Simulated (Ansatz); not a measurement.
# AlCo: the cost of one run

Computed with Ansatz 0.2.0 (DFT PBE, scalar-relativistic, plane waves, PAW, unless a step's input says otherwise).

2 further runs of the same task are left out: 1 that didn't finish, 1 set aside as unsound or not needed.

## 1. The system as given

Symmetry: Pm-3m, No. 221, cubic system. Conventional cell: a = 2.852 Å, b = 2.852 Å, c = 2.852 Å, α = 90.00°, β = 90.00°, γ = 90.00°. Al (site symmetry m-3m) is surrounded by 8 Co at 2.47 Å. Co (site symmetry m-3m) has 8 Al at 2.47 Å as nearest neighbours.

Coordinates:

```
CELL_PARAMETERS angstrom
2.85190 0.00000 0.00000
0.00000 2.85190 0.00000
0.00000 0.00000 2.85190
ATOMIC_POSITIONS crystal
Al 0.00000 0.00000 0.00000
Co 0.50000 0.50000 0.50000
```

It goes back to an entry of the Materials Project.

It is the result of an earlier relaxation at this level (volume 11.60 Å³/atom; gap on the mesh: none (metal)).

## 2. Target pressure -2 GPa

The input, input.yaml:

```yaml
crystal:
  lattice:
    - [2.8702497653, 0.0, 0.0]
    - [0.0, 2.8702497653, 0.0]
    - [0.0, 0.0, 2.8702497653]
  atoms:
    - { symbol: Al, position: [0.0, 0.0, 0.0] }
    - { symbol: Co, position: [0.5, 0.5, 0.5] }
basis:
  ecutwfc: 420
kpoints:
  mp_grid: { grid: [14, 14, 14] }
hamiltonian:
  xc: pbe
scf:
  occupations: { method: gaussian, width: 0.1 }
output:
  forces: true
  stress: true
  eigenvalues: true
  write_density: true
  write_potential: true
  elf: true
  volumetric_format: npy
relax:
  adjacent_minimum: "off"
  f_tol: 0.008
  max_steps: 50
  cell: { stress_tol: 0.08, p_target: -2.0 }
```

Command:

```sh
> ansatz run input.yaml --threads 1 --pin off --max-ram 2560MiB --backend cpu --events-out ev --progress --plain --runs-dir out
```

What time and memory should one allow on 1 thread of Intel Xeon at 2.70GHz, shared host?

About 12 s, with a peak of 0.37 GiB.
